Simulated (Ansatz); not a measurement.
Sc:

```
Sc
1.0
     0.00000    2.26000    2.26000
     2.26000    0.00000    2.26000
     2.26000    2.26000    0.00000
Sc
1
Direct
  0.00000 0.00000 0.00000
```

This isn't the form of Sc at room conditions, which is hcp.

```yaml
Program: Ansatz 0.2.0
Task: relaxation of cell and atoms
Functional: r2SCAN
Dispersion: D3(BJ)
Potentials_or_basis: PseudoDojo standard (PBE files)
Cutoff: 1061 eV
Density_cutoff: 4245 eV
k_mesh: 10 × 10 × 10
Occupations: fermi-dirac, width 0.01 eV
Spin: collinear spin, random start
Starting_moments: "[0.6] μB"
```

At the start: volume 23.09 Å³/atom.

**Question.** How do energy, volume and symmetry change on relaxing?

**Answer.** It ends after 4 steps and the volume is 24.72 Å³/atom (+7.1 %); space group Fm-3m (No. 225, to 0.05 Å); moment 0.32 μB per cell.

Step by step:
| step | energy change (eV) | largest force (eV/Å) | volume (Å³) |
| --- | --- | --- | --- |
| 1 | 0.0000 | 0.0000 | 23.09 |
| 2 | -0.0187 | 0.0000 | 25.15 |
| 3 | -0.0202 | 0.0000 | 24.72 |
| 4 | -0.0208 | 0.0000 | 24.72 |

Final structure:
```cif
data_structure
_symmetry_space_group_name_H-M 'P 1'
_symmetry_Int_Tables_number 1
_cell_length_a 3.2699
_cell_length_b 3.2699
_cell_length_c 3.2699
_cell_angle_alpha 60.000
_cell_angle_beta 60.000
_cell_angle_gamma 60.000
_cell_volume 24.72
loop_
_atom_site_label
_atom_site_type_symbol
_atom_site_fract_x
_atom_site_fract_y
_atom_site_fract_z
_atom_site_occupancy
Sc1 Sc 0.00000 0.00000 0.00000 1
```

Caveat: the meta-GGA runs on potentials made for a GGA; the magnetic or orbital state may not be the lowest; the plane-wave basis is chosen anew once the cell has moved, so the energies of steps on either side of that aren't comparable; the potentials were made for another functional, which shifts forces and pressure; the dispersion damping was fitted for another functional or another form of the correction.
